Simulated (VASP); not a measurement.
**VASP 6.6.1 run: SiO2**

INCAR

```
NELM = 68
ENCUT = 520
PREC = Accurate
ISIF = 2
LWAVE = .FALSE.
LREAL = .FALSE.
NBANDS = 25
IBRION = -1
SIGMA = 0.01
GGA = CA
EDIFF = 1E-7
LCHARG = .FALSE.
NSW = 0
ISMEER = 0
LASPH = .TRUE.
```

KPOINTS

```
KPOINTS created by Atomic Simulation Environment
0
Gamma
6 6 10
0 0 0
```

POSCAR

```
Si O
 1.0000000000000000
     4.1851888035665503    0.0000000000000000   -0.0000000000000000
    -0.0000000000000000    4.1851888035665503   -0.0000000000000000
    -0.0000000000000000   -0.0000000000000000    2.6688398892931899
 Si  O
   2   4
Cartesian
  0.0000000000000000  0.0000000000000000  0.0000000000000000
  2.0925944017832747  2.0925944017832747  1.3344199446465950
  1.2810905169717908  1.2810905169717908 -0.0000000000000000
  0.8115038848114841  3.3736849187550662  1.3344199446465950
  3.3736849187550662  0.8115038848114841  1.3344199446465950
  2.9040982865947589  2.9040982865947589 -0.0000000000000000
```

The recommended LDA PAW datasets give the neutral cell 32 valence electrons.

Command

```
mpirun -np 1 vasp_std
```

Q: How does this run end, and what does it give?

A: It converged. Results: gap between bands v and c on the k mesh 5.54 eV; least direct gap on the k mesh 5.54 eV; pressure -4.1 GPa. Band v is the last that the valence electrons fill when counted band by band, and c is the next.

OSZICAR

```
N       E                     dE             d eps       ncg     rms          rms(c)
DAV:   1     0.129291508461E+03    0.12929E+03   -0.17697E+04  3024   0.123E+03
DAV:   2    -0.499096633625E+02   -0.17920E+03   -0.17173E+03  3825   0.277E+02
DAV:   3    -0.567981552198E+02   -0.68885E+01   -0.68569E+01  3987   0.516E+01
DAV:   4    -0.568431918557E+02   -0.45037E-01   -0.45022E-01  3530   0.487E+00
DAV:   5    -0.568435506415E+02   -0.35879E-03   -0.35872E-03  4052   0.417E-01    0.178E+01
DAV:   6    -0.520379403231E+02    0.48056E+01   -0.13497E+01  3843   0.244E+01    0.850E+00
DAV:   7    -0.519989662815E+02    0.38974E-01   -0.75407E-01  3700   0.494E+00    0.299E+00
DAV:   8    -0.519682670999E+02    0.30699E-01   -0.30113E-02  3805   0.145E+00    0.105E+00
DAV:   9    -0.519624975901E+02    0.57695E-02   -0.54815E-03  3816   0.576E-01    0.207E-01
DAV:  10    -0.519624968315E+02    0.75861E-06   -0.21562E-04  3852   0.108E-01    0.718E-02
DAV:  11    -0.519624966463E+02    0.18527E-06   -0.20205E-05  3825   0.315E-02    0.209E-02
DAV:  12    -0.519624965370E+02    0.10927E-06   -0.89642E-07  3810   0.751E-03    0.798E-03
DAV:  13    -0.519624964530E+02    0.83985E-07   -0.53474E-07  3816   0.514E-03
   1 F= -.51962496E+02 E0= -.51962496E+02  d E =0.579345E-13
```

One setting is odd (misspelt tag), but here it hardly changes the result.

On sound settings LDA gives a gap of 5.54 eV on its mesh and a pressure of -4.1 GPa for the intended cell. This run's energy (σ→0) differs from it by 0 meV an atom.
